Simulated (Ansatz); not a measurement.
# Eu (Im-3m) in Ansatz: further runs

The runs below take Eu through single point, equation of state, with PBE.

Everything below comes from runs of Ansatz 0.2.0. Logs are shortened: lines on timing, memory, paths and dates and some standing lists are left out, and cuts for length are marked.

**1. Starting point**

The structure is cubic, space group Im-3m (No. 229). Conventional cell: a = 4.606 Å, b = 4.606 Å, c = 4.606 Å, α = 90.00°, β = 90.00°, γ = 90.00°. Around Eu (site symmetry m-3m) lie 8 Eu at 3.99 Å.

**2. Single point, PBE, collinear spin, ferromagnetic start, 45.93 Å³/atom (volume scaled by 0.94)**

input.yaml

```yaml
crystal:
  lattice:
    - [-2.2559868084, 2.2559868084, 2.2559868084]
    - [2.2559868084, -2.2559868084, 2.2559868084]
    - [2.2559868084, 2.2559868084, -2.2559868084]
  atoms:
    - { symbol: Eu, position: [0.0, 0.0, 0.0], spin: 7.0 }
hamiltonian:
  xc: pbe
  pseudopotentials: { kind: paw }
magnetization:
  spin_polarized: true
kpoints:
  mp_grid: { grid: [8, 8, 8] }
scf:
  occupations: { method: fermi_dirac, width: 0.05 }
output:
  forces: true
  stress: true
  eigenvalues: true
```

Potentials or basis: Ansatz PAW.

Command:

```bash
$ ansatz run input.yaml --threads 2 --pin off --max-ram 5632MiB --backend cpu --events-out ev --progress --plain --runs-dir out
```

Output:

```text
Warning: RAYON_NUM_THREADS=2 ignored (pool sized by the plan → 2); use --threads N
Engine: ansatz 0.2.0, aarch64-unknown-linux-gnu
Pseudopotentials: kind: paw
Pseudopotential: Eu, paw, valence charge 17, recommended cutoff 420 eV (normal), Eu.paw.azcp
Functional definition: PBE
  parameter kappa = 0.804
  parameter beta = 0.06672455060314922
  exchange = pbe_x(kappa = kappa, mu = beta*pi^2/3)
  correlation = pbe_c(beta = beta)
Crystal: 1 atoms, lattice volume = 45.927 Å³
Basis set: ecut = 420 eV, 935 PW (Γ), exchange–correlation on 54×54×54 points (8 copies of the dense FFT grid, shifted against one another)
Bands: 16, of which v1, the nominal top of the filled ones, is band 9 counted from 1 (8 counted from 0)
Symmetry: 48 space group operations
Space group: Im-3m (ITA 229), of the structure as read, at distance tolerance 3.6e-5 Å
Magnetic group: BNS 229.140 (UNI 1642), of the structure as read, at distance tolerance 3.6e-5 Å
k-points: 29 of 512
Non-local potential: Eu, projectors of the file, l = 0: 3, l = 1: 2, l = 2: 2, l = 3: 3
PAW form: soft (Blöchl's): semilocal exchange-correlation on the pseudo side does not see the compensation charge
PAW one-centre angular grid: Eu, 590 points (default); XC on 64 Gauss nodes
Initial density: superposition of atomic densities (chi_scale 0.1, normalization cell)
Starting moments: Σ|m| = 7 μB on 1 of 1 site
Initial wavefunctions: pseudopotential atomic-orbital guess
Functional: x = pbe(κ = 0.804, μ = 0.2195149727645171), c = pbe(β = 0.06672455060314922)
iter 1 solved again at ethr=1.97e-3 eV; its pass at ethr=3.10e-3 eV (dr2=3.35e-1 eV) is discarded
SCF iter   1: F=—  HF=-8765.400352 eV  |F-HF|=—  |Δ(HF+E_count)|=         —  Δρ=4.63e-2 (↑4.63e-2 ↓1.85e-2)  dr2=3.41e-1  dr2_m=4.19e-1  M=7.171 μB ∫|m|=7.171 μB  β_m=0.30  ethr=1.97e-3  ⟨swp⟩=1.0  Hψ=5491  notcnv=0
Mixer restart at iter 1: flushing history
preconditioner: auto → Kerker (q_TF=auto, 2.312 Å⁻¹)  [metal: Δε(μ)=0.061 eV  Ē_g=3.739 eV  σ=0.050 eV  W_gap=0.28  n_scr=12 (ndim 8)  ℏωp=16.4 eV  f_vac=0.000  D(μ)=4.67/eV (n_scr^D=54)]
spin=Collinear: Kerker preconditioning applied to the charge; magnetization (m = ρ↑ − ρ↓) channel mixes plain (no charge-response kernel on spin).
SCF iter   2: F=—  HF=-8765.719476 eV  |F-HF|=—  |Δ(HF+E_count)|=   3.19e-1  Δρ=2.90e-2 (↑2.90e-2 ↓1.30e-2)  dr2=1.15e-1  dr2_m=1.77e-1  M=7.168 μB ∫|m|=7.168 μB  β_m=0.47  ethr=1.97e-3  ⟨swp⟩=3.0  Hψ=1861  notcnv=0
SCF iter   3: F=—  HF=-8766.145012 eV  |F-HF|=—  |Δ(HF+E_count)|=   4.26e-1  Δρ=1.63e-2 (↑1.63e-2 ↓3.96e-3)  dr2=7.12e-2  dr2_m=4.00e-2  M=7.218 μB ∫|m|=7.218 μB  β_m=0.71  ethr=6.74e-4  ⟨swp⟩=2.7  Hψ=2198  notcnv=0
SCF iter   4: F=—  HF=-8766.431676 eV  |F-HF|=—  |Δ(HF+E_count)|=   2.87e-1  Δρ=5.60e-3 (↑5.60e-3 ↓2.83e-3)  dr2=3.65e-2  dr2_m=1.98e-3  M=7.302 μB ∫|m|=7.302 μB  β_m=0.85  ethr=4.19e-4  ⟨swp⟩=3.2  Hψ=2367  notcnv=0
SCF iter   5: F=—  HF=-8766.464948 eV  |F-HF|=—  |Δ(HF+E_count)|=   3.33e-2  Δρ=1.16e-3 (↑1.16e-3 ↓1.01e-3)  dr2=2.04e-3  dr2_m=1.07e-4  M=7.316 μB ∫|m|=7.316 μB  β_m=0.93  ethr=2.15e-4  ⟨swp⟩=3.3  Hψ=2476  notcnv=0
SCF iter   6: F=—  HF=-8766.466249 eV  |F-HF|=—  |Δ(HF+E_count)|=   1.30e-3  Δρ=9.64e-4 (↑9.64e-4 ↓3.10e-4)  dr2=7.53e-4  dr2_m=1.05e-4  M=7.302 μB ∫|m|=7.302 μB  β_m=0.96  ethr=1.20e-5  ⟨swp⟩=2.2  Hψ=1979  notcnv=0  defer=11
SCF iter   7: F=—  HF=-8766.466446 eV  |F-HF|=—  |Δ(HF+E_count)|=   1.97e-4  Δρ=9.44e-5 (↑9.44e-5 ↓5.61e-5)  dr2=8.45e-6  dr2_m=9.81e-7  M=7.300 μB ∫|m|=7.300 μB  β_m=0.98  ethr=4.43e-6  ⟨swp⟩=2.0  Hψ=1706  notcnv=0  defer=11
SCF iter   8: F=—  HF=-8766.463367 eV  |F-HF|=—  |Δ(HF+E_count)|=   3.08e-3  Δρ=1.86e-5 (↑1.86e-5 ↓1.47e-5)  dr2=1.92e-7  dr2_m=5.76e-8  M=7.301 μB ∫|m|=7.301 μB  β_m=0.99  ethr=4.97e-8  ⟨swp⟩=2.0  Hψ=1442  notcnv=0  defer=11
SCF iter   9: F=—  HF=-8766.463368 eV  |F-HF|=—  |Δ(HF+E_count)|=   1.04e-6  Δρ=1.25e-5 (↑1.25e-5 ↓6.12e-6)  dr2=6.43e-8  dr2_m=2.44e-8  M=7.301 μB ∫|m|=7.301 μB  β_m=1.00  ethr=1.13e-9  ⟨swp⟩=2.0  Hψ=1447  notcnv=0  defer=11
SCF iter  10: F=—  HF=-8766.463368 eV  |F-HF|=—  |Δ(HF+E_count)|=   2.15e-7  Δρ=6.09e-6 (↑6.09e-6 ↓3.53e-6)  dr2=1.26e-8  dr2_m=7.28e-9  M=7.302 μB ∫|m|=7.302 μB  β_m=1.00  ethr=3.78e-10  ⟨swp⟩=2.0  Hψ=1434  notcnv=0  defer=11
SCF iter  11: F=-8766.463368 eV  HF=-8766.463368 eV  |F-HF|=2.07e-9  |Δ(HF+E_count)|=   5.89e-8  Δρ=3.09e-6 (↑3.09e-6 ↓1.17e-6)  dr2=4.51e-9  dr2_m=1.27e-9  M=7.302 μB ∫|m|=7.302 μB  ethr=7.41e-11  ⟨swp⟩=3.3  Hψ=3569  notcnv=0
SCF 1 converged in 11 iterations: F = -8766.463368 eV  dr2 = 4.51e-9
SCF converged after 11 iterations
Magnetization: 7.3020 μB (12.1510 up, 4.8490 down)
Absolute magnetization: 7.3020 μB (∫|ρ↑−ρ↓|, with the PAW one-centre terms)
Spin contamination: 0.0043 ħ² per cell (⟨S²⟩ above its minimum at these occupations)
Per-site moments (μB) at R_I (Å): [(7.050857495443935, 1.6118370565085058)]
Free energy (F): -8766.463368 eV
Harris-Foulkes:  -8766.463368 eV  (|F-HF|=2.07e-9)
Internal energy: -8766.451093 eV  (E = F + TS)
E sigma→0 (E₀):  -8766.457230 eV
Entropy (-TS):   -0.012275 eV (-12.275 meV/atom)
Fermi energy:    8.256273 eV
--- Per-component energies (eV) ---
  E_band       = -61.538700
  E_kinetic    = 348.774900
  E_local      = -2234.268239  (includes V_loc(G=0)·N_el)
  E_nonlocal   = 475.535332
  E_hartree    = 886.449547
  E_xc         = -175.737730
  E_vxc        = -200.862754  (∫ρ·V_xc dr)
  E_paw        = -6388.930345  (= ΣΔE_a)
  E_vpaw       = -223.613132  (= ΣTr[D̂ρ^β])
  E_aug_tail   = -0.000000  (compensation charges beyond the density's cutoff)
  E_ewald      = -1678.274559
  E_smearing   = -0.012275  (= −TS)
  E_closure    = 0.000000  (closes the sum)
  Σ components = -8766.463368   (vs F -8766.463368, Δ=0.00e0)
--- Forces (eV/Å), atoms counted from 1 ---
  atom   1  Eu     0.00000000    -0.00000000    -0.00000000
  max |Σ_I F_I| component: 4.60e-31 eV/Å
--- Stress (GPa, compression-positive) ---
       -1.044123       0.000000      -0.000000
       -0.000000      -1.044123       0.000000
        0.000000       0.000000      -1.044123
  P = ⅓ Tr σ = -1.0441 GPa (-10.441 kbar)
--- Band table (eV; the first three rows and the last of 58) ---
  k-point 0 ↑: bands = ["-33.4428", "-12.0486", "-12.0486", "-12.0486", "4.0092", "7.6905", "7.6905", "7.6905", "7.8232", "7.8232", "7.8232", "7.8594", "10.0079", "10.0079", "10.0079", "11.5684"]
  k-point 1 ↑: bands = ["-33.4394", "-12.0991", "-12.0649", "-12.0486", "4.3337", "7.6894", "7.6949", "7.7013", "7.8077", "7.8108", "7.8164", "7.8409", "9.7839", "9.8723", "10.3579", "11.3071"]
  k-point 2 ↑: bands = ["-33.4311", "-12.2182", "-12.1041", "-12.0488", "5.2005", "7.6901", "7.6986", "7.7342", "7.7640", "7.7776", "7.8094", "7.8359", "9.3000", "9.3126", "11.3152", "11.3244"]
  k-point 28 ↓: bands = ["-30.2609", "-9.9531", "-9.9531", "-9.9531", "8.0674", "8.0674", "12.0333", "12.0333", "12.0333", "12.2732", "12.6044", "12.6044", "12.6044", "14.0821", "14.0821", "14.0821"]
```

It took 2.1 s on 2 threads of Arm Neoverse V2, shared host; peak memory 0.34 GiB.

What came out:

```yaml
Free_energy: -8766.4634 eV
Pressure: -1.0 GPa
Band_gap_on_the_k_mesh: none (metal or under the smearing width)
Net_moment: 7.30 μB per cell
Absolute_moment: 7.30 μB per cell
Site_moments: Eu +7.05 μB
```

Caveat: spin-orbit coupling is left out, which moves the levels of the heavy elements.

**3. Single point, PBE, collinear spin, ferromagnetic start, 46.90 Å³/atom (volume scaled by 0.96)**

input.yaml: that of step 2 with these lines changed.

```diff
@@ -2,5 +2,5 @@
   lattice:
-    - [-2.2559868084, 2.2559868084, 2.2559868084]
-    - [2.2559868084, -2.2559868084, 2.2559868084]
-    - [2.2559868084, 2.2559868084, -2.2559868084]
+    - [-2.2718745629, 2.2718745629, 2.2718745629]
+    - [2.2718745629, -2.2718745629, 2.2718745629]
+    - [2.2718745629, 2.2718745629, -2.2718745629]
   atoms:
```

Potentials or basis: Ansatz PAW.

Command:

```bash
$ ansatz run input.yaml --threads 2 --pin off --max-ram 5632MiB --backend cpu --events-out ev --progress --plain --runs-dir out
```

Run time: 2.4 s. Hardware: 2 threads of Arm Neoverse V2, shared host; peak memory 0.35 GiB.

It converged, with:

| Property | Result |
| --- | --- |
| Free energy | -8766.4564 eV |
| Pressure | -1.2 GPa |
| Band gap on the k mesh | none (metal or under the smearing width) |
| Net moment | 7.33 μB per cell |
| Absolute moment | 7.33 μB per cell |
| Site moments | Eu +7.07 μB |

Caveat: spin-orbit coupling is left out, which moves the levels of the heavy elements.

**4. Single point, PBE, collinear spin, ferromagnetic start, 47.88 Å³/atom (volume scaled by 0.98)**

input.yaml: that of step 3 with these lines changed.

```diff
@@ -2,5 +2,5 @@
   lattice:
-    - [-2.2718745629, 2.2718745629, 2.2718745629]
-    - [2.2718745629, -2.2718745629, 2.2718745629]
-    - [2.2718745629, 2.2718745629, -2.2718745629]
+    - [-2.2875431584, 2.2875431584, 2.2875431584]
+    - [2.2875431584, -2.2875431584, 2.2875431584]
+    - [2.2875431584, 2.2875431584, -2.2875431584]
   atoms:
```

Command:

```bash
$ ansatz run input.yaml --threads 2 --pin off --max-ram 5632MiB --backend cpu --events-out ev --progress --plain --runs-dir out
```

It took 2.4 s on 2 threads of Arm Neoverse V2, shared host; peak memory 0.35 GiB.

It converged, with:

```
Free energy            : -8766.4483 eV
Pressure               : -1.4 GPa
Band gap on the k mesh : none (metal or under the smearing width)
Net moment             : 7.35 μB per cell
Absolute moment        : 7.35 μB per cell
Site moments           : Eu +7.08 μB
```

Caveat: spin-orbit coupling is left out, which moves the levels of the heavy elements.

**5. Single point, PBE, collinear spin, ferromagnetic start, 48.86 Å³/atom**

input.yaml: that of step 4 with these lines changed.

```diff
@@ -2,5 +2,5 @@
   lattice:
-    - [-2.2875431584, 2.2875431584, 2.2875431584]
-    - [2.2875431584, -2.2875431584, 2.2875431584]
-    - [2.2875431584, 2.2875431584, -2.2875431584]
+    - [-2.303, 2.303, 2.303]
+    - [2.303, -2.303, 2.303]
+    - [2.303, 2.303, -2.303]
   atoms:
@@ -20 +20,5 @@
   eigenvalues: true
+  write_density: true
+  write_potential: true
+  elf: true
+  volumetric_format: npy
```

Command:

```bash
$ ansatz run input.yaml --threads 2 --pin off --max-ram 5632MiB --backend cpu --events-out ev --progress --plain --runs-dir out
```

Wall time 2.3 s (2 threads of Arm Neoverse V2, shared host); peak memory 0.34 GiB.

Results (log left out):

| Property | Result |
| --- | --- |
| Free energy | -8766.4392 eV |
| Pressure | -1.6 GPa |
| Band gap on the k mesh | none (metal or under the smearing width) |
| Net moment | 7.37 μB per cell |
| Absolute moment | 7.37 μB per cell |
| Site moments | Eu +7.10 μB |

Caveat: spin-orbit coupling is left out, which moves the levels of the heavy elements.

**6. Single point, PBE, collinear spin, ferromagnetic start, 49.84 Å³/atom (volume scaled by 1.02)**

input.yaml: that of step 5 with these lines changed.

```diff
@@ -2,5 +2,5 @@
   lattice:
-    - [-2.303, 2.303, 2.303]
-    - [2.303, -2.303, 2.303]
-    - [2.303, 2.303, -2.303]
+    - [-2.3182521001, 2.3182521001, 2.3182521001]
+    - [2.3182521001, -2.3182521001, 2.3182521001]
+    - [2.3182521001, 2.3182521001, -2.3182521001]
   atoms:
```

Potentials or basis: Ansatz PAW.

Command:

```bash
$ ansatz run input.yaml --threads 2 --pin off --max-ram 5632MiB --backend cpu --events-out ev --progress --plain --runs-dir out
```

It took 2.4 s on 2 threads of Arm Neoverse V2, shared host; peak memory 0.33 GiB.

It converged, with:

- Free energy: -8766.4291 eV
- Pressure: -1.7 GPa
- Band gap on the k mesh: none (metal or under the smearing width)
- Net moment: 7.38 μB per cell
- Absolute moment: 7.38 μB per cell
- Site moments: Eu +7.11 μB

Caveat: spin-orbit coupling is left out, which moves the levels of the heavy elements.

**7. Single point, PBE, collinear spin, ferromagnetic start, 50.81 Å³/atom (volume scaled by 1.04)**

input.yaml: that of step 6 with these lines changed.

```diff
@@ -2,5 +2,5 @@
   lattice:
-    - [-2.3182521001, 2.3182521001, 2.3182521001]
-    - [2.3182521001, -2.3182521001, 2.3182521001]
-    - [2.3182521001, 2.3182521001, -2.3182521001]
+    - [-2.333306107, 2.333306107, 2.333306107]
+    - [2.333306107, -2.333306107, 2.333306107]
+    - [2.333306107, 2.333306107, -2.333306107]
   atoms:
```

Command:

```bash
$ ansatz run input.yaml --threads 2 --pin off --max-ram 5632MiB --backend cpu --events-out ev --progress --plain --runs-dir out
```

Run time: 2.5 s. Hardware: 2 threads of Arm Neoverse V2, shared host; peak memory 0.34 GiB.

The run converged. Its results:

```
Free energy            : -8766.4181 eV
Pressure               : -1.9 GPa
Band gap on the k mesh : none (metal or under the smearing width)
Net moment             : 7.39 μB per cell
Absolute moment        : 7.39 μB per cell
Site moments           : Eu +7.11 μB
```

Caveat: spin-orbit coupling is left out, which moves the levels of the heavy elements.

**8. Single point, PBE, collinear spin, ferromagnetic start, 51.79 Å³/atom (volume scaled by 1.06)**

input.yaml: that of step 7 with these lines changed.

```diff
@@ -2,5 +2,5 @@
   lattice:
-    - [-2.333306107, 2.333306107, 2.333306107]
-    - [2.333306107, -2.333306107, 2.333306107]
-    - [2.333306107, 2.333306107, -2.333306107]
+    - [-2.34816833, 2.34816833, 2.34816833]
+    - [2.34816833, -2.34816833, 2.34816833]
+    - [2.34816833, 2.34816833, -2.34816833]
   atoms:
```

Command:

```bash
$ ansatz run input.yaml --threads 2 --pin off --max-ram 5632MiB --backend cpu --events-out ev --progress --plain --runs-dir out
```

Wall time 2.5 s (2 threads of Arm Neoverse V2, shared host); peak memory 0.34 GiB.

The run converged. Its results:

* Free energy: -8766.4062 eV
* Pressure: -2.0 GPa
* Band gap on the k mesh: none (metal or under the smearing width)
* Net moment: 7.40 μB per cell
* Absolute moment: 7.40 μB per cell
* Site moments: Eu +7.12 μB

Caveat: spin-orbit coupling is left out, which moves the levels of the heavy elements.

**9. Equation of state, PBE, collinear spin, ferromagnetic start**

Potentials or basis: Ansatz PAW.

This step only gathers the single runs of the series.

Results:

* Equilibrium volume: outside the volumes run

Energy against volume, from the lowest point:
| volume (Å³/atom) | energy (meV/atom) |
| --- | --- |
| 45.927 | 0.00 |
| 46.904 | 6.99 |
| 47.882 | 15.08 |
| 48.859 | 24.19 |
| 49.836 | 34.30 |
| 50.813 | 45.29 |
| 51.790 | 57.16 |

Caveat: spin-orbit coupling is left out, which moves the levels of the heavy elements.
